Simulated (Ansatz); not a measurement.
# NiSi: enthalpy against pressure

NiSi, Pmmn, a = 2.995 Å, b = 3.235 Å, c = 4.672 Å. This isn't the usual stable structure of the compound. Ansatz: PBEsol, PAW, 420 eV, Γ-centred 14×12×10 mesh on 4 atoms, Gaussian smearing 0.10 eV; no spin polarisation. Cell and atoms are relaxed at each pressure, and no other structure is tried, so the rows at high pressure may lie past a change of phase. y is the enthalpy over the state at zero pressure; there V0 = 11.315 Å³/atom. The pressures are the targets, met within 0.03 GPa.

| P (GPa) | y (eV/atom) |
| --- | --- |
| -1.0 | -0.0708 |
| 0.0 | 0.0000 |
| 1.0 | 0.0704 |
| 4.0 | 0.2794 |
| 12.0 | 0.8203 |
| 25.0 | ? |
| 50.0 | 3.1867 |
| 90.0 | 5.4366 |

Fit y = c1 P + c2 P² + c3 P³ to the other rows, say what c1 and c2 mean, and predict the missing value.

Least squares on the rows shown. y = 0.070190 P − 0.00015468 P² + 5.1089×10⁻⁷ P³. Since dH/dP = V, c1 is V0: 0.070190 eV/GPa × 160.2 = 11.244 Å³ against 11.315; c2 = −V0/(2B0) gives B0 = 227 GPa, where a Birch–Murnaghan fit to the volumes of the same runs (not shown) gives 179 GPa: a cubic over this range folds the higher terms into c2. At P = 25.0 the fit asked for gives 1.6661 eV/atom. The run gave 1.6630 eV/atom, so the fit is 0.0031 eV/atom too high, 0.056 % of the span of the series, against an rms of 0.0006 eV/atom on the fitted rows. With a term in P⁴ added, a fit to the same known rows predicts 1.6601 eV/atom, which misses by about as much or more on the other side: the known rows don't fix the higher terms.

The mesh isn't the same in all rows (14×12×10, 16×14×10).